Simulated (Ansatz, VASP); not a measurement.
One calculation of SiO2, two programs

```xyz
12
Lattice="0.0000 4.7163 7.3628 2.3596 0.0000 7.3628 2.3596 4.7163 0.0000" Properties=species:S:1:pos:R:3 pbc="T T T"
Si    3.5394    7.0744   13.7944
Si    2.3596    4.7163   10.1131
Si    2.3596    4.7163    4.6125
Si    3.5394    7.0744    8.2939
O     1.1798    0.5984    3.6814
O     1.1798    4.1179    3.6814
O     2.3596    7.6728    7.3628
O     2.3596    1.7597    7.3628
O     2.9495    3.5372    5.5221
O     2.9495    5.8953    9.2035
O     1.7697    3.5372    9.2035
O     1.7697    5.8953    5.5221
```

The cell comes from a database or a generator and needn't be the stable form of this composition.

Alike in both runs: task single point; functional PBE; k mesh 3 × 3 × 3; occupations fermi-dirac, width 0.05 eV; no spin polarisation.

|  | VASP | Ansatz |
| --- | --- | --- |
| version | VASP 6.6.1 | Ansatz 0.2.0 |
| potentials or method | VASP PAW PBE potentials, release 64 (Si, O) | Ansatz PAW |
| plane-wave cutoff (eV) | 520 | 420 |
| valence electrons in the cell | 64 | 64 |

|  | VASP | Ansatz | Ansatz less VASP |
| --- | --- | --- | --- |
| gap on the k mesh at the Fermi level (eV) | 5.78 | 5.78 | -0.002 |
| least direct gap on the mesh (eV) | 5.78 | 5.78 | -0.002 |
| pressure (GPa) | 5.1 | 5.0 | -0.12 |
| largest component of the traceless stress (GPa) | 0.02 | 0.15 | +0.134 |
| rms of the force components (eV/Å) | 0.123 | 0.124 | +0.0013 |

Atom by atom the forces differ by 0.012 eV/Å (rms over components).

Caveats: the k mesh is coarse (spacing up to 0.52 Å⁻¹), so the values aren't converged; odd divisions of the mesh miss points on the zone boundary, where band edges often lie, so the gap on the mesh can be too wide (Ansatz); the pressure holds a Pulay correction of +0.6 GPa for the finite cutoff (Ansatz).
